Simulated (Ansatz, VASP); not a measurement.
## One calculation of HfSi, two programs

The input INCAR:

```
SYSTEM = HfSi
ALGO = Normal
EDIFF = 1E-8
ENCUT = 520
GGA = PS
ISIF = 2
ISMEAR = -1
LASPH = .TRUE.
LCHARG = .FALSE.
LEFG = .TRUE.
LREAL = .FALSE.
LWAVE = .FALSE.
NBANDS = 22
NELM = 100
PREC = Accurate
SIGMA = 0.05
```

Contents of KPOINTS:

```
k-points
0
G
  10 10 6
  0 0 0
```

POSCAR

```
HfSi
1.0
    3.6893277788      0.0000000000      0.0000000000
   -1.8446638894      3.1950515794      0.0000000000
    0.0000000000      0.0000000000      6.6148313785
Hf Si
2 2
Direct
    0.0000000000      0.0000000000      0.0000000000
    0.0000000000      0.0000000000      0.5000000000
    0.3333333333      0.6666666667      0.2500000000
    0.6666666667      0.3333333333      0.7500000000
```

Input for Ansatz:

```yaml
crystal:
  lattice:
    - [3.6893277788, 0.0, 0.0]
    - [-1.8446638894, 3.1950515794, 0.0]
    - [0.0, 0.0, 6.6148313785]
  atoms:
    - { symbol: Hf, position: [0.0, 0.0, 0.0] }
    - { symbol: Hf, position: [0.0, 0.0, 0.5] }
    - { symbol: Si, position: [0.3333333333, 0.6666666667, 0.25] }
    - { symbol: Si, position: [0.6666666667, 0.3333333333, 0.75] }
kpoints:
  mp_grid: { grid: [10, 10, 6] }
  band_path:
    path:
      - [0.0, 0.0, 0.0]
      - [0.5, 0.0, 0.0]
      - [0.3333333333, 0.3333333333, 0.0]
      - [0.0, 0.0, 0.0]
      - [0.0, 0.0, 0.5]
      - [0.5, 0.0, 0.5]
      - [0.3333333333, 0.3333333333, 0.5]
      - [0.0, 0.0, 0.5]
      - [0.5, 0.0, 0.5]
    npoints: 14
scf:
  occupations: { method: fermi_dirac, width: 0.05 }
hamiltonian:
  xc: pbesol
  pseudopotentials: { kind: paw }
output:
  forces: true
  stress: true
  eigenvalues: true
  efg: { contact_densities: true }
  populations: true
  bader: true
  dos: { projected: true, de: 0.2, e_range: [-14, 8] }
  write_density: true
  write_potential: true
  elf: true
  volumetric_format: npy
```

Alike in both runs: task electric field gradients; functional PBEsol; k mesh 10 × 10 × 6; occupations fermi-dirac, width 0.05 eV; no spin polarisation.

|  | VASP | Ansatz |
| --- | --- | --- |
| version | VASP 6.6.1 | Ansatz 0.2.0 |
| potentials or method | VASP PAW PBE potentials, release 64 (Hf_pv, Si) | PAW with Ansatz's default frozen-core files, scalar-relativistic |
| plane-wave cutoff (eV) | 520 | 420 |
| valence electrons in the cell | 28 | 60 |

```csv
,VASP,Ansatz,Ansatz less VASP
pressure (GPa),0.1,0.0,-0.06
Vzz of the field gradient on the site that differs most (V/Å²),-243.4,-294.2,-50.86
```

The functional is the same, so the differences come from potentials, cutoffs and numerics. The two sets of potentials don't hold the same shells in valence. Ansatz warned: «gradients_without_spin_orbit».

Caveats: the PAW data sets were made with another functional, which shifts forces and pressure a little (VASP). Spin-orbit coupling is left out, which matters for the levels of Hf.
